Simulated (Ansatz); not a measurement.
## Ba: do energies and stresses tell the same story?

Computed with DFT PBE, scalar-relativistic, plane waves, PAW in Ansatz.

Plane waves to 420 eV, a k mesh through Γ of 12×12×12 on the computed 1-atom cell and Gaussian smearing (0.10 eV); no spin polarisation.

Relaxed cell: Fm-3m, a = 6.345 Å, b = 6.345 Å, c = 6.345 Å, α = 90.00°, β = 90.00°, γ = 90.00°, 1 atom in the primitive cell. This fcc form isn't the element's structure at ambient conditions.

Energies at zero smearing and pressures from the stress tensor, at volumes with shape and atoms relaxed:
```
V (Å³/atom) E − E(first) (meV/atom) P (GPa)
     56.189                     0.00    1.237
     58.104                   -12.82    0.898
     60.020                   -21.89    0.587
     61.935                   -27.32    0.295
     63.851                   -29.19    0.024
     65.766                   -27.81   -0.218
     67.682                   -23.66   -0.431
     70.236                   -14.50   -0.675
```

Question: Check P = −dE/dV between neighbouring volumes, and get the bulk modulus from the pressures alone.

Answer: With 1 eV/Å³ = 160.2 GPa:
```json
{"middle V (Å³/atom)": "57.146", "−ΔE/ΔV (GPa)": "1.072", "mean P (GPa)": "1.067"}
{"middle V (Å³/atom)": "59.062", "−ΔE/ΔV (GPa)": "0.759", "mean P (GPa)": "0.743"}
{"middle V (Å³/atom)": "60.977", "−ΔE/ΔV (GPa)": "0.454", "mean P (GPa)": "0.441"}
{"middle V (Å³/atom)": "62.893", "−ΔE/ΔV (GPa)": "0.156", "mean P (GPa)": "0.159"}
{"middle V (Å³/atom)": "64.809", "−ΔE/ΔV (GPa)": "-0.115", "mean P (GPa)": "-0.097"}
{"middle V (Å³/atom)": "66.724", "−ΔE/ΔV (GPa)": "-0.347", "mean P (GPa)": "-0.324"}
{"middle V (Å³/atom)": "68.959", "−ΔE/ΔV (GPa)": "-0.574", "mean P (GPa)": "-0.553"}
```

The two differ by 0.023 GPa at most. The mean of two end pressures misses the average over a step by about ΔV² P″/12, up to 0.005 GPa here; with that taken off 0.021 GPa remains. The stress is the derivative of the free energy, not of the energy at zero smearing, and with free energies 0.00 GPa remains. Around V = 63.851 Å³/atom, the two neighbours give B = −V ΔP/ΔV = 63.851 × 0.513 / 3.831 = 8.5 GPa, against B0 = 8.6 GPa from the Birch–Murnaghan fit of the energies.